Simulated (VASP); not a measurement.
# Ge (Fd-3m) in VASP: relaxation of cell and atoms with r2SCAN

Aim: the relaxation of cell and atoms of Ge with r2SCAN.

Program: VASP 6.6.1. These are calculated values, not measurements. Logs are shortened: lines on timing, memory, paths and dates and some standing lists are left out, and cuts for length are marked.

## (1) The structure

Symmetry: Fd-3m, No. 227, cubic system. Conventional cell: a = 5.672 Å, b = 5.672 Å, c = 5.672 Å, α = 90.00°, β = 90.00°, γ = 90.00°. Around Ge (site symmetry -43m) lie 4 Ge at 2.46 Å.

## (2) Relaxation of cell and atoms, r2SCAN

The input, INCAR:

```
ALGO = Normal
EDIFF = 1E-6
EDIFFG = -0.005
ENCUT = 300
IBRION = 2
ISIF = 3
ISMEAR = 0
LASPH = True
LCHARG = False
LMIXTAU = True
LREAL = False
LWAVE = False
METAGGA = R2SCAN
NELM = 100
NSW = 60
PREC = Accurate
SIGMA = 0.02
```

The input, KPOINTS:

```
k-points
0
Gamma
  8 8 8
```

The input, POSCAR:

```
Ge
1.0
    0.0000000000      2.8360000000      2.8360000000
    2.8360000000      0.0000000000      2.8360000000
    2.8360000000      2.8360000000      0.0000000000
Ge
2
Direct
    0.0000000000      0.0000000000      0.0000000000
    0.2500000000      0.2500000000      0.2500000000
```

Potentials or basis: VASP PAW PBE potentials, release 64 (Ge).

On the command line:

```
$ cat potpaw_PBE.64/Ge/POTCAR > POTCAR
$ mpirun -np 1 vasp_std > vasp.out
```

OUTCAR:

```text
EDIFF = 1E-6
   EDIFFG = -0.005
   ENCUT = 300
   IBRION = 2
   ISIF = 3
   ISMEAR = 0
   LASPH = True
   LREAL = False
   METAGGA = R2SCAN
   NELM = 100
   NSW = 60
   PREC = Accurate

 ion  position               nearest neighbor table
   1  0.000  0.000  0.000-   2 2.46   2 2.46   2 2.46   2 2.46
   2  0.250  0.250  0.250-   1 2.46   1 2.46   1 2.46   1 2.46

  LATTYP: Found a face centered cubic cell.
 ALAT       =     5.6720000000

  Lattice vectors:

 A1 = (   0.0000000000,   2.8360000000,   2.8360000000)
 A2 = (   2.8360000000,   0.0000000000,   2.8360000000)
 A3 = (   2.8360000000,   2.8360000000,   0.0000000000)

Analysis of symmetry for initial positions (statically):
=====================================================================
 Subroutine PRICEL returns:
 Original cell was already a primitive cell.

 Routine SETGRP: Setting up the symmetry group for a
 face centered cubic supercell.

 Subroutine GETGRP returns: Found 48 space group operations
 (whereof 24 operations were pure point group operations)
 out of a pool of 48 trial point group operations.

The static configuration has the point symmetry T_d .
 The point group associated with its full space group is O_h .

Analysis of symmetry for dynamics (positions and initial velocities):
=====================================================================
 Subroutine PRICEL returns:
 Original cell was already a primitive cell.

 Routine SETGRP: Setting up the symmetry group for a
 face centered cubic supercell.

 Subroutine GETGRP returns: Found 48 space group operations
 (whereof 24 operations were pure point group operations)
 out of a pool of 48 trial point group operations.

The dynamic configuration has the point symmetry T_d .
 The point group associated with its full space group is O_h .

 Subroutine INISYM returns: Found 48 space group operations
 (whereof 24 operations are pure point group operations),
 and found     1 'primitive' translations

----------------------------------------------------------------------------------------

                                     Primitive cell

  volume of cell :      45.6193

  direct lattice vectors                    reciprocal lattice vectors
     0.000000000  2.836000000  2.836000000    -0.176304654  0.176304654  0.176304654
     2.836000000  0.000000000  2.836000000     0.176304654 -0.176304654  0.176304654
     2.836000000  2.836000000  0.000000000     0.176304654  0.176304654 -0.176304654

  length of vectors
     4.010709663  4.010709663  4.010709663     0.305368619  0.305368619  0.305368619

  position of ions in fractional coordinates (direct lattice)
     0.000000000  0.000000000  0.000000000
     0.250000000  0.250000000  0.250000000

  ion indices of the primitive-cell ions
   primitive index   ion index
                 1           1
                 2           2

----------------------------------------------------------------------------------------

 KPOINTS: k-points

Automatic generation of k-mesh.
 Grid dimensions read from file:
 generate k-points for:    8    8    8

 Generating k-lattice:

  Cartesian coordinates                     Fractional coordinates (reciprocal lattice)
    -0.022038082  0.022038082  0.022038082     0.125000000  0.000000000  0.000000000
     0.022038082 -0.022038082  0.022038082     0.000000000  0.125000000  0.000000000
     0.022038082  0.022038082 -0.022038082     0.000000000  0.000000000  0.125000000

  Length of vectors
     0.038171077  0.038171077  0.038171077

  Shift w.r.t. Gamma in fractional coordinates (k-lattice)
     0.000000000  0.000000000  0.000000000

 Subroutine IBZKPT returns following result:
 ===========================================

 Found     29 irreducible k-points:

 Following reciprocal coordinates:
            Coordinates               Weight
  0.000000  0.000000  0.000000      1.000000
  0.125000  0.000000  0.000000      8.000000
  0.250000  0.000000  0.000000      8.000000
  0.375000  0.000000  0.000000      8.000000
  0.500000  0.000000  0.000000      4.000000
  0.125000  0.125000  0.000000      6.000000
[... 16 lines left out ...]
  0.500000  0.250000  0.125000     48.000000
 -0.375000  0.250000  0.125000     24.000000
 [... further k-points ...]
   k-points           NKPTS =     29   k-points in BZ     NKDIM =     29   number of bands    NBANDS=      8
   number of dos      NEDOS =    301   number of ions     NIONS =      2
   total plane-waves  NPLWV =  13824
   dimension x,y,z NGX =    24 NGY =   24 NGZ =   24
   dimension x,y,z NGXF=    48 NGYF=   48 NGZF=   48
   ions per type =               2
   NGX,Y,Z   is equivalent  to a cutoff of   9.95,  9.95,  9.95 a.u.
   NGXF,Y,Z  is equivalent  to a cutoff of  19.90, 19.90, 19.90 a.u.
 SYSTEM =  unknown system
   PREC   = accura    normal or accurate (medium, high low for compatibility)
   ISTART =      0    job   : 0-new  1-cont  2-samecut
   ICHARG =      2    charge: 1-file 2-atom 10-const
   ISPIN  =      1    spin polarized calculation?
   LNONCOLLINEAR =      F non collinear calculations
   LSORBIT =      F    spin-orbit coupling
   LASPH  =      T    aspherical Exc in radial PAW
   ENCUT  =  300.0 eV  22.05 Ry    4.70 a.u.   5.66  5.66  5.66*2*pi/ulx,y,z
   NELM   =    100;   NELMIN=  2; NELMDL= -5     # of ELM steps
   EDIFF  = 0.1E-05   stopping-criterion for ELM
   LREAL  =      F    real-space projection
   EDIFFG = -.5E-02   stopping-criterion for IOM
   NSW    =     60    number of steps for IOM
   IBRION =      2    ionic relax: 0-MD 1-quasi-New 2-CG
   NFREE  =      1    steps in history (QN), initial steepest desc. (CG)
   ISIF   =      3    stress and relaxation
   ISYM   =      2    0-nonsym 1-usesym 2-fastsym
   POTIM  = 0.5000    time-step for ionic-motion
   TEBEG  =    0.0;   TEEND  =   0.0 temperature during run
   PSTRESS=    0.0 pullay stress
   NELECT =       8.0000    total number of electrons
   NUPDOWN=      -1.0000    fix difference up-down
   EMIN   =  10.00;   EMAX   =-10.00  energy-range for DOS
   EFERMI =   0.00;   METHOD = LEGACY
   ISMEAR =     0;   SIGMA  =   0.02  broadening in eV -4-tet -1-fermi 0-gaus
   EFERMI_NEDOS =   21; number of points for ismear=-14 and -15
   IALGO  =     38    algorithm
   IMIX   =      4    mixing-type and parameters
     AMIX     =   0.40;   BMIX     =  1.00
     AMIX_MAG =   1.60;   BMIX_MAG =  1.00
  volume/ion in A,a.u.               =      22.81       153.93
  Fermi-wavevector in a.u.,A,eV,Ry     =   0.916337  1.731626 11.424454  0.839674
  Thomas-Fermi vector in A             =   2.041181
   LORBIT       =      0    0 simple, 1 ext, 2 COOP (PROOUT), +10 PAW based schemes
   METAGGA = R2SCAN    functional components
   LHFCALC =     F    Hartree Fock is set to
   AEXX    =    0.0000 exact exchange contribution
   IVDW    =     0    specifies the selected vdW correction
   LEPSILON=     F    determine dielectric tensor
   LRPA    =     F    only Hartree local field effects (RPA)
 conjugate gradient relaxation of ions
 non-spin polarized calculation
 Gauss-broadening in eV      SIGMA  =   0.02
  energy-cutoff  :      300.00
  volume of cell :       45.62
 maximum number of plane-waves:       553
   NGX = 11   NGY = 11   NGZ = 11

--------------------------------------- Ionic step        1  -------------------------------------------

 number of electron       8.0000000 magnetization

 Free energy of the ion-electron system (eV)
  ---------------------------------------------------
  ext. energy  EPLUGINS =         0.00000000
  ---------------------------------------------------
  free energy    TOTEN  =       -27.71462592 eV

  energy without entropy =      -27.71462592  energy(sigma->0) =      -27.71462592

------------------------ aborting loop because EDIFF is reached ----------------------------------------

  FORCE on cell =-STRESS in cart. coord.  units (eV):
  Direction    XX          YY          ZZ          XY          YZ          ZX
  --------------------------------------------------------------------------------------
  -------------------------------------------------------------------------------------
  Total        0.0651237      0.0651237      0.0651237      0.0000000      0.0000000      0.0000000
  in kB        2.2871829      2.2871829      2.2871829      0.0000000      0.0000000      0.0000000
  external PRESSURE =       2.2871829 kB  Pullay stress =       0.0000000 kB
[... 57 lines left out ...]
  energy  without entropy=      -27.7146921993  energy(sigma->0) =      -27.71469220

--------------------------------------- Ionic step        3  -------------------------------------------

 number of electron       8.0000001 magnetization

 Free energy of the ion-electron system (eV)
  ---------------------------------------------------
  ext. energy  EPLUGINS =         0.00000000
  ---------------------------------------------------
  free energy    TOTEN  =       -27.71472175 eV

  energy without entropy =      -27.71472175  energy(sigma->0) =      -27.71472175

 E-fermi :   3.5755     XC(G=0):  -9.4905

 val. band max:        3.4590815364   @ k =   0.0000   0.0000   0.0000
 cond. band min:       3.8420926873   @ k =   0.0000   0.0000   0.0000
 fundamental gap:      0.3830111509
 Fermi energy:         3.5755257003

 k-point     1 :       0.0000    0.0000    0.0000
  band No.  band energies     occupation
      1      -9.7579      2.00000
      2       3.4591      2.00000
      3       3.4591      2.00000
      4       3.4591      2.00000
      5       3.8421      0.00000
      6       6.1874      0.00000
      7       6.1874      0.00000
      8       6.1875      0.00000
[... 243 lines left out ...]
 k-point    24 :      -0.3750    0.2500    0.1250
  band No.  band energies     occupation
      1      -7.0643      2.00000
      2      -4.4116      2.00000
      3      -0.3459      2.00000
      4       1.0734      2.00000
      5       6.1280      0.00000
      6       7.1529      0.00000
      7       9.5854      0.00000
      8      10.8368      0.00000

 [... further k-points ...]
[... 5 lines left out ...]
  --------------------------------------------------------------------------------------
  -------------------------------------------------------------------------------------
  Total        0.0019455      0.0019455      0.0019455     -0.0000000     -0.0000000      0.0000000
  in kB        0.0681225      0.0681225      0.0681225     -0.0000000     -0.0000000      0.0000000
  external PRESSURE =       0.0681225 kB  Pullay stress =       0.0000000 kB
[... 17 lines left out ...]
  FREE ENERGIE OF THE ION-ELECTRON SYSTEM (eV)
  ---------------------------------------------------
  free  energy   TOTEN  =       -27.7147217530 eV

  energy  without entropy=      -27.7147217530  energy(sigma->0) =      -27.71472175

 reached required accuracy - stopping structural energy minimisation
```

Run time: 38 s. Hardware: 1 thread of AMD EPYC 9R45 (Zen 5), shared host; peak memory 0.11 GiB.

Results:

| Quantity | Value |
| --- | --- |
| Free energy | -27.7147 eV |
| Relaxed volume | 22.88 Å³/atom |
| Relaxed cell | a = 4.015 Å, b = 4.015 Å, c = 4.015 Å, α = 60.00°, β = 60.00°, γ = 60.00° |
| Space group after relaxing (to 0.05 Å) | Fd-3m (No. 227) |
| Energy gained by relaxing | 0.0 meV/atom |
| Ionic steps | 3 |
| Pressure after relaxing | 0.0 GPa |
| Band gap on the k mesh | 0.38 eV, direct |

Final structure:
```yaml
crystal:
  lattice:
    - [0.00000, 2.83883, 2.83883]
    - [2.83883, 0.00000, 2.83883]
    - [2.83883, 2.83883, 0.00000]
  atoms:
    - { symbol: Ge, position: [0.00000, 0.00000, 0.00000] }
    - { symbol: Ge, position: [0.25000, 0.25000, 0.25000] }
```

Caveat: the PAW data sets were made with another functional, which shifts forces and pressure a little.
